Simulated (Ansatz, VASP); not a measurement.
One calculation of Al2O3, two programs

File INCAR:

```
SYSTEM = Al2O3
  PREC = Accurate
  ENCUT = 520
  EDIFF = 1E-6
  ISMEAR = -1
  SIGMA = 0.02
  LREAL = .False.
  LASPH = .True.
  NELM = 60
  ALGO = Normal
  ISIF = 2
  LWAVE = .False.
  LCHARG = .False.
  GGA = PE
  NBANDS = 35
```

Contents of KPOINTS:

```
Automatic mesh
0
Gamma
  6 6 6
  0 0 0
```

The input POSCAR:

```
Al2O3
1.0
    2.3793614130      1.3737249523      4.2016461689
   -2.3793614130      1.3737249523      4.2016461689
    0.0000000000     -2.7474499046      4.2016461689
Al O
4 6
Direct
    0.8528897772      0.8528897772      0.8528897772
    0.3528897772      0.3528897772      0.3528897772
    0.1471102228      0.1471102228      0.1471102228
    0.6471102228      0.6471102228      0.6471102228
    0.4441530755      0.0558469245      0.7500000000
    0.0558469245      0.7500000000      0.4441530755
    0.5558469245      0.9441530755      0.2500000000
    0.2500000000      0.5558469245      0.9441530755
    0.9441530755      0.2500000000      0.5558469245
    0.7500000000      0.4441530755      0.0558469245
```

Input for Ansatz:

```yaml
crystal:
  lattice:
    - [2.379361413, 1.3737249523, 4.2016461689]
    - [-2.379361413, 1.3737249523, 4.2016461689]
    - [0.0, -2.7474499046, 4.2016461689]
  atoms:
    - { symbol: Al, position: [0.8528897772, 0.8528897772, 0.8528897772] }
    - { symbol: Al, position: [0.3528897772, 0.3528897772, 0.3528897772] }
    - { symbol: Al, position: [0.1471102228, 0.1471102228, 0.1471102228] }
    - { symbol: Al, position: [0.6471102228, 0.6471102228, 0.6471102228] }
    - { symbol: O, position: [0.4441530755, 0.0558469245, 0.75] }
    - { symbol: O, position: [0.0558469245, 0.75, 0.4441530755] }
    - { symbol: O, position: [0.5558469245, 0.9441530755, 0.25] }
    - { symbol: O, position: [0.25, 0.5558469245, 0.9441530755] }
    - { symbol: O, position: [0.9441530755, 0.25, 0.5558469245] }
    - { symbol: O, position: [0.75, 0.4441530755, 0.0558469245] }
kpoints:
  mp_grid: { grid: [6, 6, 6] }
  band_path:
    path:
      - [0.0, 0.0, 0.0]
      - [0.5, 0.5, 0.5]
      - [0.7662811645, 0.2337188355, 0.5]
      - [0.5, -0.2337188355, 0.2337188355]
      - [0.5, 0.0, 0.0]
      - [0.3668594178, -0.3668594178, 0.0]
      - [0.6331405822, 0.0, 0.3668594178]
      - [0.5, 0.0, 0.5]
    npoints: 1
hamiltonian:
  xc: pbe
scf:
  occupations: { method: fermi_dirac, width: 0.02 }
  n_extra_bands: 6
output:
  forces: true
  stress: true
  eigenvalues: true
```

Change from the starting cell: uniaxial_z strain -3.0%.

Alike in both runs: task single point; functional PBE; k mesh 6 × 6 × 6; occupations fermi-dirac, width 0.02 eV; no spin polarisation.

```csv
,VASP,Ansatz
version,VASP 6.6.1,Ansatz 0.2.0
potentials or method,"VASP PAW PBE potentials, release 64 (Al, O)","plane waves, PAW"
plane-wave cutoff (eV),520,420
valence electrons in the cell,48,48
```

VASP gave:

| Property | Result |
| --- | --- |
| gap on the k mesh at the Fermi level (eV) | 6.34 |
| pressure (GPa) | 15.6 |
| largest component of the traceless stress (GPa) | 6.95 |
| rms of the force components (eV/Å) | 0.021 |

Question: What did Ansatz give for the same quantities?

Answer: gap on the k mesh at the Fermi level (eV): 6.34; pressure (GPa): 15.7; largest component of the traceless stress (GPa): 6.97; rms of the force components (eV/Å): 0.020.

Atom by atom the forces differ by 0.001 eV/Å (rms over components). With one functional, cell and mesh, what is left measures potentials, basis and numerics.

Caveats: so large a pressure means that the cell lies far from this level's equilibrium, or that cutoff or potentials fall short (VASP). A k mesh can miss the band edges.
